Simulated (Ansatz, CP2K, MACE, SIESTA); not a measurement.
# Which run comes nearest? Liquid Al2O3 at 2363 K (110 atoms)

Density of this cell: 2.93 g/cm³. The cell holds 110 atoms: 44 Al and 66 O. Cell: a = 10.829 Å, b = 10.829 Å, c = 10.829 Å, α = 90.0°, β = 90.0°, γ = 90.0°. 110 atoms (44 Al, 66 O) placed at random at 2.93 g/cm³, melted at 4500 K for 20 ps at fixed volume with the Morse and Coulomb pair potential with partial charges (Pedone, Malavasi, Menziani, Cormack and Segre, J. Phys. Chem. B 110, 11780 (2006)). Snapshot at the end of a hold of 20 ps at 2363 K and fixed volume. Then every atom was moved at random, 0.03 Å r.m.s. a Cartesian component.

Geometry: as built.

The reference, a calculation:

```
method                                           : Kohn-Sham DFT, PBE, PAW, plane waves (Ansatz 0.2.0); cutoff 420 eV, Γ point, fermi-dirac smearing of 0.05 eV; PAW set soft_2
r.m.s. force component                           : 2.702 eV/Å
longest force                                    : 16.86 eV/Å
gap (highest filled to lowest empty level) : 0.7099 eV
SCF cycles                                       : 10
time                                             : 14 s on 4 threads of Arm Neoverse V1, shared host
CPU time                                         : 55 s
```

Runs, in no order:
A. MACE MP-0b2 small potential: machine-learned interatomic potential MACE MP-0b2 small, trained on PBE(+U) plane-wave data
B. CP2K PBE, DZVP-MOLOPT-SR, 450/40 Ry, OT DIIS: Kohn-Sham DFT, PBE, GTH-PBE pseudopotentials, Gaussian and plane waves, DZVP-MOLOPT-SR-GTH, orbital transformation
C. SIESTA PBE, DZP, shift 0.01 Ry, mesh 350 Ry: Kohn-Sham DFT, PBE, PseudoDojo 0.4.1 norm-conserving pseudopotentials (converted to PSML), numerical atomic orbitals (DZP), diagonalisation
D. CP2K PBE, SZV-MOLOPT-SR, 450/40 Ry, OT DIIS: Kohn-Sham DFT, PBE, GTH-PBE pseudopotentials, Gaussian and plane waves, SZV-MOLOPT-SR-GTH, orbital transformation

**Question.** Rank the runs by how far their forces lie from the reference's, least first.

B, A, C, D.

| run | Δ force, r.m.s. (meV/Å) | share of r.m.s. force (%) | CPU time |
| --- | --- | --- | --- |
| B. CP2K PBE, DZVP-MOLOPT-SR, 450/40 Ry, OT DIIS | 104 | 3.85 | 8.5 min |
| A. MACE MP-0b2 small potential | 175 | 6.48 | 9.5 s |
| C. SIESTA PBE, DZP, shift 0.01 Ry, mesh 350 Ry | 270 | 9.98 | 10 min |
| D. CP2K PBE, SZV-MOLOPT-SR, 450/40 Ry, OT DIIS | 659 | 24.4 | 6.9 min |

Machine-learned potentials mimic data converged in k, so the reference's own k-point error enters their differences. The network of bonds at the start is that of the classical potential that made the cell, and needn't be the one that DFT or experiment would give. The electronic-structure runs sample only Γ, in a cell whose shortest periodic width is 11 Å.

[Logs are printed without paths, hosts, clocks, repeated set-up lines and the standing remarks that a program may print on its own settings, such as how far it seeks lower states.]

[Hosts, paths, dates, database ids (printed as entryN), source tags and the programs' standing remarks are cut or masked in the printed files.]
